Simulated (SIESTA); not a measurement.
Ag:

```xyz
1
Lattice="-1.6557 1.6557 1.6557 1.6557 -1.6557 1.6557 1.6557 1.6557 -1.6557" Properties=species:S:1:pos:R:3 pbc="T T T"
Ag    0.0000    0.0000    0.0000
```

This isn't the form of Ag at room conditions, which is fcc.

```yaml
Program: SIESTA 5.4.2
Task: single point
Functional: PBE
Potentials_or_basis: PseudoDojo 0.4 standard (PBE files)
Basis: DZP (energy shift 0.002 Ry)
Grid_cutoff: 800 Ry
Energy_shift: 0.002 Ry
k_mesh: 11 × 11 × 11
Occupations: fermi-dirac, width 0.05 eV
Spin: no spin polarisation
```

On this cell: pressure 0.0 GPa; band gap on the k mesh none (metal or under the smearing width).

The same run follows on a disturbed copy (cell strained at random at fixed volume):

```
Ag
1.0
    -1.66744    1.70967    1.67800
     1.64484   -1.66248    1.60821
     1.64974    1.64478   -1.63081
Ag
1
Direct
  0.00036 0.98336 0.99733
```

Task: What does the disturbed cell give?

Result: The energy (extrapolated to zero smearing) moves by +3.3 meV/atom; pressure 0.0 GPa; band gap on the k mesh none (metal or under the smearing width).

Stress tensor (GPa, compression positive):
```
-0.05  0.63  0.71
 0.63  0.15 -1.78
 0.71 -1.78 -0.24
```

Caveats: semicore shells carry a single zeta, which can move pressures by several GPa and volumes by a few percent; the basis of atomic orbitals isn't converged, which shifts pressures, moduli and gaps.
